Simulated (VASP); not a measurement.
# Pb (Fm-3m) in VASP: settings compared, part 2 of 3

VASP 6.6.1. The steps go on from the part before.

**3. Single point, PBEsol**

Contents of INCAR:

```
SYSTEM = Pb
PREC     = Accurate       ! precision mode
ENCUT    = 520            ! plane-wave cutoff, eV
EDIFF    = 1E-6           ! SCF threshold, eV
ISMEAR   = 0              ! smearing method
SIGMA    = 0.1            ! smearing width, eV
LREAL    = .FALSE.        ! projectors in reciprocal space
LASPH    = .TRUE.         ! aspherical terms in the spheres
NELM     = 60             ! most SCF steps
ALGO     = Normal         ! electronic algorithm
ISIF     = 2              ! what is computed and relaxed
LWAVE    = .FALSE.        ! write WAVECAR
LCHARG   = .TRUE.         ! write CHGCAR
GGA      = PS             ! functional
LELF     = .TRUE.         ! ELF
LVHAR    = .TRUE.       
NBANDS   = 13             ! bands
```

Contents of KPOINTS:

```
regular mesh
0
G
  22 22 22
  0 0 0
```

Contents of POSCAR:

```
Pb
1.0
    0.0000000000      2.4673600000      2.4673600000
    2.4673600000      0.0000000000      2.4673600000
    2.4673600000      2.4673600000      0.0000000000
Pb
1
Direct
    0.0000000000      0.0000000000      0.0000000000
```

Potentials or basis: VASP PAW PBE potentials, release 64 (Pb_d).

Run with:

```console
$ cat potpaw_PBE.64/Pb_d/POTCAR > POTCAR
$ mpirun -np 1 vasp_std > vasp.out
```

OUTCAR:

```text
SYSTEM = Pb
   PREC = Accurate
   ENCUT = 520
   EDIFF = 1E-6
   ISMEAR = 0
   LREAL = .FALSE.
   LASPH = .TRUE.
   NELM = 60
   ISIF = 2
   GGA = PS

 ion  position               nearest neighbor table
   1  0.000  0.000  0.000-

  LATTYP: Found a face centered cubic cell.
 ALAT       =     4.9347200000

  Lattice vectors:

 A1 = (   0.0000000000,   2.4673600000,   2.4673600000)
 A2 = (   2.4673600000,   0.0000000000,   2.4673600000)
 A3 = (   2.4673600000,   2.4673600000,   0.0000000000)

Analysis of symmetry for initial positions (statically):
=====================================================================
 Subroutine PRICEL returns:
 Original cell was already a primitive cell.

 Routine SETGRP: Setting up the symmetry group for a
 face centered cubic supercell.

 Subroutine GETGRP returns: Found 48 space group operations
 (whereof 48 operations were pure point group operations)
 out of a pool of 48 trial point group operations.

The static configuration has the point symmetry O_h .

Analysis of symmetry for dynamics (positions and initial velocities):
=====================================================================
 Subroutine PRICEL returns:
 Original cell was already a primitive cell.

 Routine SETGRP: Setting up the symmetry group for a
 face centered cubic supercell.

 Subroutine GETGRP returns: Found 48 space group operations
 (whereof 48 operations were pure point group operations)
 out of a pool of 48 trial point group operations.

The dynamic configuration has the point symmetry O_h .

 Subroutine INISYM returns: Found 48 space group operations
 (whereof 48 operations are pure point group operations),
 and found     1 'primitive' translations

----------------------------------------------------------------------------------------

                                     Primitive cell

  volume of cell :      30.0419

  direct lattice vectors                    reciprocal lattice vectors
     0.000000000  2.467360000  2.467360000    -0.202645743  0.202645743  0.202645743
     2.467360000  0.000000000  2.467360000     0.202645743 -0.202645743  0.202645743
     2.467360000  2.467360000  0.000000000     0.202645743  0.202645743 -0.202645743

  length of vectors
     3.489373975  3.489373975  3.489373975     0.350992722  0.350992722  0.350992722

  position of ions in fractional coordinates (direct lattice)
     0.000000000  0.000000000  0.000000000

  ion indices of the primitive-cell ions
   primitive index   ion index
                 1           1

----------------------------------------------------------------------------------------

 KPOINTS: regular mesh

Automatic generation of k-mesh.
 Grid dimensions read from file:
 generate k-points for:   22   22   22

 Generating k-lattice:

  Cartesian coordinates                     Fractional coordinates (reciprocal lattice)
    -0.009211170  0.009211170  0.009211170     0.045454545  0.000000000  0.000000000
     0.009211170 -0.009211170  0.009211170     0.000000000  0.045454545  0.000000000
     0.009211170  0.009211170 -0.009211170     0.000000000  0.000000000  0.045454545

  Length of vectors
     0.015954215  0.015954215  0.015954215

  Shift w.r.t. Gamma in fractional coordinates (k-lattice)
     0.000000000  0.000000000  0.000000000

 Subroutine IBZKPT returns following result:
 ===========================================

 Found    328 irreducible k-points:

 Following reciprocal coordinates:
            Coordinates               Weight
  0.000000  0.000000  0.000000      1.000000
  0.045455  0.000000  0.000000      8.000000
  0.090909  0.000000  0.000000      8.000000
  0.136364  0.000000  0.000000      8.000000
  0.181818  0.000000  0.000000      8.000000
  0.227273  0.000000  0.000000      8.000000
[... 16 lines left out ...]
  0.500000  0.045455  0.000000     24.000000
 -0.454545  0.045455  0.000000     24.000000
 [... further k-points ...]
   k-points           NKPTS =    328   k-points in BZ     NKDIM =    328   number of bands    NBANDS=     13
   number of dos      NEDOS =    301   number of ions     NIONS =      1
   total plane-waves  NPLWV =  21952
   dimension x,y,z NGX =    28 NGY =   28 NGZ =   28
   dimension x,y,z NGXF=    56 NGYF=   56 NGZF=   56
   ions per type =               1
   NGX,Y,Z   is equivalent  to a cutoff of  13.34, 13.34, 13.34 a.u.
   NGXF,Y,Z  is equivalent  to a cutoff of  26.68, 26.68, 26.68 a.u.
 SYSTEM =  Pb
   PREC   = accura    normal or accurate (medium, high low for compatibility)
   ISTART =      0    job   : 0-new  1-cont  2-samecut
   ICHARG =      2    charge: 1-file 2-atom 10-const
   ISPIN  =      1    spin polarized calculation?
   LNONCOLLINEAR =      F non collinear calculations
   LSORBIT =      F    spin-orbit coupling
   LASPH  =      T    aspherical Exc in radial PAW
   ENCUT  =  520.0 eV  38.22 Ry    6.18 a.u.   6.49  6.49  6.49*2*pi/ulx,y,z
   NELM   =     60;   NELMIN=  2; NELMDL= -5     # of ELM steps
   EDIFF  = 0.1E-05   stopping-criterion for ELM
   LREAL  =      F    real-space projection
   EDIFFG = 0.1E-04   stopping-criterion for IOM
   NSW    =      0    number of steps for IOM
   IBRION =     -1    ionic relax: 0-MD 1-quasi-New 2-CG
   NFREE  =      0    steps in history (QN), initial steepest desc. (CG)
   ISIF   =      2    stress and relaxation
   ISYM   =      2    0-nonsym 1-usesym 2-fastsym
   POTIM  = 0.5000    time-step for ionic-motion
   TEBEG  =    0.0;   TEEND  =   0.0 temperature during run
   PSTRESS=    0.0 pullay stress
   NELECT =      14.0000    total number of electrons
   NUPDOWN=      -1.0000    fix difference up-down
   EMIN   =  10.00;   EMAX   =-10.00  energy-range for DOS
   EFERMI =   0.00;   METHOD = LEGACY
   ISMEAR =     0;   SIGMA  =   0.10  broadening in eV -4-tet -1-fermi 0-gaus
   EFERMI_NEDOS =   21; number of points for ismear=-14 and -15
   IALGO  =     38    algorithm
   IMIX   =      4    mixing-type and parameters
     AMIX     =   0.40;   BMIX     =  1.00
     AMIX_MAG =   1.60;   BMIX_MAG =  1.00
  volume/ion in A,a.u.               =      30.04       202.73
  Fermi-wavevector in a.u.,A,eV,Ry     =   1.269234  2.398504 21.918369  1.610955
  Thomas-Fermi vector in A             =   2.402286
   LORBIT       =      0    0 simple, 1 ext, 2 COOP (PROOUT), +10 PAW based schemes
   GGA     = PS    functional components
   LHFCALC =     F    Hartree Fock is set to
   AEXX    =    0.0000 exact exchange contribution
   IVDW    =     0    specifies the selected vdW correction
   LEPSILON=     F    determine dielectric tensor
   LRPA    =     F    only Hartree local field effects (RPA)
 non-spin polarized calculation
 Gauss-broadening in eV      SIGMA  =   0.10
  energy-cutoff  :      520.00
  volume of cell :       30.04
 maximum number of plane-waves:       869
 NGX is ok and might be reduce to    28
   NGX = 13   NGY = 13   NGZ = 13

 number of electron      13.9999999 magnetization

 Free energy of the ion-electron system (eV)
  ---------------------------------------------------
  ext. energy  EPLUGINS =         0.00000000
  ---------------------------------------------------
  free energy    TOTEN  =        -4.00060471 eV

  energy without entropy =       -3.99806404  energy(sigma->0) =       -3.99933438

 E-fermi :   7.2335     XC(G=0): -10.3858

 val. band max:        7.2224259580   @ k =  -0.3182   0.2727   0.0455
 cond. band min:       7.2707831681   @ k =  -0.2727   0.2727   0.0455
 fundamental gap:      0.0483572101
 Fermi energy:         7.2334942448

 k-point     1 :       0.0000    0.0000    0.0000
  band No.  band energies     occupation
      1      -9.7888      2.00000
      2      -9.7888      2.00000
      3      -9.7888      2.00000
      4      -9.6429      2.00000
      5      -9.6429      2.00000
      6      -4.6267      2.00000
      7      14.6902      0.00000
      8      14.6902      0.00000
      9      14.6902      0.00000
     10      16.9747      0.00000
     11      18.6398      0.00000
     12      19.7527      0.00000
     13      19.7527      0.00000
[... 353 lines left out ...]
 k-point    24 :      -0.4545    0.0455    0.0000
  band No.  band energies     occupation
      1      -9.8170      2.00000
      2      -9.7774      2.00000
      3      -9.7721      2.00000
      4      -9.5089      2.00000
      5      -9.5077      2.00000
      6      -1.0014      2.00000
      7       3.1058      2.00000
      8      12.3661      0.00000
      9      12.8133      0.00000
     10      16.2175      0.00000
     11      17.0603      0.00000
     12      18.5566      0.00000
     13      18.9999      0.00000

 [... further k-points ...]

------------------------ aborting loop because EDIFF is reached ----------------------------------------

  FORCE on cell =-STRESS in cart. coord.  units (eV):
  Direction    XX          YY          ZZ          XY          YZ          ZX
  --------------------------------------------------------------------------------------
  -------------------------------------------------------------------------------------
  Total       -0.0205938     -0.0205938     -0.0205938      0.0000000     -0.0000000      0.0000000
  in kB       -1.0982959     -1.0982959     -1.0982959      0.0000000     -0.0000000      0.0000000
  external PRESSURE =      -1.0982959 kB  Pullay stress =       0.0000000 kB

 VOLUME and BASIS-vectors are now :
 -----------------------------------------------------------------------------
  energy-cutoff  :      520.00
  volume of cell :       30.04
      direct lattice vectors                 reciprocal lattice vectors
     0.000000000  2.467360000  2.467360000    -0.202645743  0.202645743  0.202645743
     2.467360000  0.000000000  2.467360000     0.202645743 -0.202645743  0.202645743
     2.467360000  2.467360000  0.000000000     0.202645743  0.202645743 -0.202645743

 POSITION                                       TOTAL-FORCE (eV/Angst)
 -----------------------------------------------------------------------------------
      0.00000      0.00000      0.00000         0.000000      0.000000      0.000000
 -----------------------------------------------------------------------------------
    total drift:                               -0.000000     -0.000000     -0.000000

  FREE ENERGIE OF THE ION-ELECTRON SYSTEM (eV)
  ---------------------------------------------------
  free  energy   TOTEN  =        -4.0006047084 eV

  energy  without entropy=       -3.9980640440  energy(sigma->0) =       -3.99933438
```

Wall time 1.7 min (1 thread of Intel Xeon Platinum 8488C (Sapphire Rapids), shared host); peak memory 0.24 GiB.

What came out:

| Quantity | Value |
| --- | --- |
| Free energy | -4.0006 eV |
| Pressure | -0.1 GPa |
| Band gap on the k mesh | none (metal or under the smearing width) |

Caveat: the PAW data sets were made with another functional, which shifts forces and pressure a little. The run has no spin-orbit coupling, so splittings on Pb are missing.

**4. Single point, PBEsol**

Changes to INCAR since step 3:

```diff
@@ -5,3 +5,3 @@
 ISMEAR   = 0              ! smearing method
-SIGMA    = 0.1            ! smearing width, eV
+SIGMA    = 0.5            ! smearing width, eV
 LREAL    = .FALSE.        ! projectors in reciprocal space
```

Contents of KPOINTS:

```
regular mesh
0
G
  14 14 14
  0 0 0
```

POSCAR is that of step 3.

Run with:

```console
$ cat potpaw_PBE.64/Pb_d/POTCAR > POTCAR
$ mpirun -np 1 vasp_std > vasp.out
```

It took 33 s on 1 thread of Intel Xeon Platinum 8488C (Sapphire Rapids), shared host; peak memory 0.18 GiB.

Results (log left out):

| Item | Value |
| --- | --- |
| Free energy | -4.0319 eV |
| Pressure | 0.0 GPa |
| Band gap on the k mesh | none (metal or under the smearing width) |

Levels at points of the mesh, in eV from the Fermi level:
```tsv
k point	band 3	band 4	band 5	band 6	band 7	band 8	band 9	band 10	band 11	band 12
(0.00, 0.00, 0.00)	-17.02	-16.88	-16.88	-11.86	7.46	7.46	7.46	9.74	11.41	12.52
(0.50, 0.00, 0.00)	-17.01	-16.74	-16.74	-8.17	-4.30	5.60	5.60	9.21	9.52	11.22
(0.50, 0.50, 0.00)	-16.75	-16.70	-16.70	-6.74	-3.35	2.02	2.02	5.36	6.65	18.29
```

Caveat: the PAW data sets were made with another functional, which shifts forces and pressure a little. Spin-orbit coupling is left out, which matters for the levels of Pb.

(Part 2 of 3 ends here.)
